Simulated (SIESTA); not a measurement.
# HfO2 under changes of volume

One of the cells (10.736 Å³/atom); the others are scaled copies at fixed shape and fractional positions:

```xyz
12
Lattice="5.1844 0.0000 0.0000 0.0000 4.9712 0.0000 0.0000 0.0000 4.9989" Properties=species:S:1:pos:R:3 pbc="T T T"
Hf    5.0133    3.6415    3.7064
Hf    2.7633    3.6415    1.2069
Hf    2.4211    1.3297    3.7064
Hf    0.1711    1.3297    1.2069
O     3.2772    4.6165    4.3954
O     4.4994    4.6165    1.8959
O     1.2129    2.6839    2.4609
O     1.3793    2.6839    4.9604
O     3.9715    2.2873    4.9604
O     3.8051    2.2873    2.4609
O     0.6850    0.3547    4.3954
O     1.9072    0.3547    1.8959
```

Measurements of this composition are mostly on another form, of space group No. 14.

| Item | Value |
| --- | --- |
| Program | SIESTA 5.4.2 |
| Functional | AM05 |
| Potentials or basis | PseudoDojo 0.4 standard (PBEsol files) |
| Basis | DZP (energy shift 0.002 Ry) |
| Grid cutoff | 800 Ry |
| Energy shift | 0.002 Ry |
| k mesh | 4 × 4 × 4 |
| Occupations | fermi-dirac, width 0.05 eV |
| Spin | no spin polarisation |

| volume (Å³/atom) | energy over the lowest point (meV/atom) | pressure (GPa) | gap on the mesh (eV) | largest force (eV/Å) |
| --- | --- | --- | --- | --- |
| 10.298 | ? | ? | ? | ? |
| 10.517 | 25.03 | 15.2 | 4.35 | 0.277 |
| 10.736 | 8.71 | 8.8 | 4.28 | 0.191 |
| 10.955 | 0.65 | 3.1 | 4.21 | 0.123 |
| 11.175 | 0.00 | -2.0 | 4.14 | 0.104 |

Task: What does the run at 10.298 Å³/atom give?

Result: Energy over the lowest point 50.53 meV/atom; pressure 22.3 GPa; gap on the mesh 4.42 eV; largest force 0.375 eV/Å.

Worked out: A Birch-Murnaghan fit of order 2 (a polynomial in V^(-2/3)) to the other rows has its minimum at 11.08 Å³/atom with B0 = V·E''(V) = 260 GPa at fixed shape and positions, which overstates the stiffness. It gives 50.41 meV/atom at 10.298 Å³/atom, against the run's 50.53, and -dE/dV = 22.1 GPa, against 22.3. A straight line through the other rows of the gap, of slope -3.46 eV per unit of ln V, extrapolates to 4.42 eV, against the run's 4.42.

Energies are extrapolated to zero smearing.

Caveats: semicore shells carry a single zeta, which can move pressures by several GPa and volumes by a few percent; the potentials were made for another functional, which shifts forces and pressure; spin-orbit coupling is left out, which moves the levels of the heavy elements; the basis of atomic orbitals isn't converged, which shifts pressures, moduli and gaps.

A mesh can miss the band edges.
